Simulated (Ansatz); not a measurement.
**Compressing HgTe: a fit and a missing row**

HgTe, F-43m, a = 6.509 Å. Ansatz: PBEsol, PAW, 420 eV, Γ-centred 12×12×12 mesh on 2 atoms, Gaussian smearing 0.10 eV; no spin polarisation. Symmetry fixes shape and atoms, so the cell is only scaled; pressure is positive in compression.

```tsv
V (Å³/atom)	P (GPa)
30.340	7.48
31.375	?
32.409	3.06
33.443	1.39
34.478	0.00
35.512	-1.15
36.546	-2.11
37.926	-3.13
```

Q: Take V0 = 34.478 Å³/atom, fit the third-order Birch–Murnaghan form to the other rows, and predict the missing pressure.

A: With the Eulerian strain f = ½[(V0/V)^(2/3) − 1] and y = P/[3f(1 + 2f)^(5/2)], the form is the line y = B0 + 1.5 B0 (B0′ − 4) f. Rows (f, y): 0.04449, 45.3; 0.02106, 43.7; 0.01026, 42.9; -0.00975, 41.3; -0.01904, 40.7; -0.03078, 39.7. Means f = 0.002707, y = 42.267; Σ(Δf)² = 0.003889, ΣΔfΔy = 0.2899; the slope is their ratio. y = 42.06 + 74.54 f GPa, so B0 = 42.1 GPa and B0′ = 4 + 2 × (74.54)/(3 × 42.06) = 5.18. At V = 31.375, f = 0.03245, y = 44.48 and P = 5.07 GPa. The run gave 5.06 GPa, so the fit is 0.01 GPa too high, within twice the rms miss on the fitted rows (0.007 GPa).

Spin–orbit coupling is left out, which can shift energies with elements as heavy as these.